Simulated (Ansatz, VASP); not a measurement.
One calculation of Zr, two programs

Contents of INCAR:

```
  ALGO = Normal
  EDIFF = 1E-6
  ENCUT = 520
  GGA = PE
  ISIF = 2
  ISMEAR = 1
  LASPH = T
  LCHARG = F
  LREAL = F
  LWAVE = F
  NBANDS = 19
  NELM = 100
  PREC = Accurate
  SIGMA = 0.1
```

Contents of KPOINTS:

```
k-points
0
Gamma
  11 11 6
```

File POSCAR:

```
Zr
1.0
    3.2318821451      0.0000000000      0.0000000000
   -1.6159410725      2.7988920397      0.0000000000
    0.0000000000      0.0000000000      5.1741041053
Zr
2
Direct
    0.3333333333      0.6666666667      0.2500000000
    0.6666666667      0.3333333333      0.7500000000
```

Input for Ansatz:

```yaml
crystal:
  lattice:
    - [3.2318821451, 0.0, 0.0]
    - [-1.6159410725, 2.7988920397, 0.0]
    - [0.0, 0.0, 5.1741041053]
  atoms:
    - { symbol: Zr, position: [0.3333333333, 0.6666666667, 0.25] }
    - { symbol: Zr, position: [0.6666666667, 0.3333333333, 0.75] }
hamiltonian:
  xc: pbe
  pseudopotentials:
    kind: paw
    azcp:
      Zr: "pseudopotentials/Zr.paw.azcp"
basis:
  ecutwfc: 420
  fft_grid_basis: typed
kpoints:
  mp_grid: { grid: [11, 11, 6], shift: [0, 0, 0] }
magnetization:
  spin_polarized: false
scf:
  occupations: { method: cold, width: 0.1 }
  lower_state_search: "off"
output:
  stress: true
  write_density: true
  write_potential: true
  elf: true
  volumetric_format: npy
```

Alike in both runs: task single point; functional PBE; k mesh 11 × 11 × 6; no spin polarisation.

|  | VASP | Ansatz |
| --- | --- | --- |
| version | VASP 6.6.1 | Ansatz 0.2.0 |
| potentials or method | VASP PAW PBE potentials, release 64 (Zr_sv) | plane waves (420 eV) with PAW, scalar-relativistic |
| plane-wave cutoff (eV) | 520 | 420 |
| occupations | methfessel-paxton of order 1, width 0.1 eV | cold, width 0.1 eV |
| valence electrons in the cell | 24 | 24 |

```tsv
	VASP	Ansatz	Ansatz less VASP
pressure (GPa)	-0.1	-0.2	-0.05
largest component of the traceless stress (GPa)	0.29	0.27	-0.027
```
